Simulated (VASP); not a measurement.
Input of a VASP 6.6.1 run:

Contents of INCAR:

```
ALGO = Normal ; EDIFF = 1E-6
EDIFFG = -0.01 ; ENCUT = 600
GGA = PE ; IBRION = 2
ISIF = 3 ; ISMEAR = -1
LASPH = T ; LCHARG = F
LREAL = F ; LWAVE = F
NELM = 100 ; NSW = 40
PREC = Accurate ; SIGMA = 0.05
```

The input KPOINTS:

```
k-points
0
Gamma
  10 10 10
```

File POSCAR:

```
BAs
1.0
    0.0000000000      2.3885000000      2.3885000000
    2.3885000000      0.0000000000      2.3885000000
    2.3885000000      2.3885000000      0.0000000000
As B
1 1
Direct
    0.7500000000      0.7500000000      0.7500000000
    0.0000000000      0.0000000000      0.0000000000
```

Potentials or basis: VASP PAW PBE potentials, release 64 (As, B).

Run with:

```console
$ cat potpaw_PBE.64/As/POTCAR potpaw_PBE.64/B/POTCAR > POTCAR
$ mpirun -np 1 vasp_std > vasp.out
```

Problem. What does it give for the space group after relaxing (to 0.05 Å)?

Solution. F-43m (No. 216).

Problem. What does it give for the band gap on the k mesh?

Solution. 1.20 eV, indirect (least direct gap 3.25 eV).

Problem. Estimate the relaxed volume.

Solution. 13.97 Å³/atom.

Final structure:
```xyz
2
Lattice="0.0000 2.4082 2.4082 2.4082 0.0000 2.4082 2.4082 2.4082 0.0000" Properties=species:S:1:pos:R:3 pbc="T T T"
As    3.6123    3.6123    3.6123
B     0.0000    0.0000    0.0000
```

A k mesh can miss the band edges. PBE usually gives volumes a little too large and moduli too small.
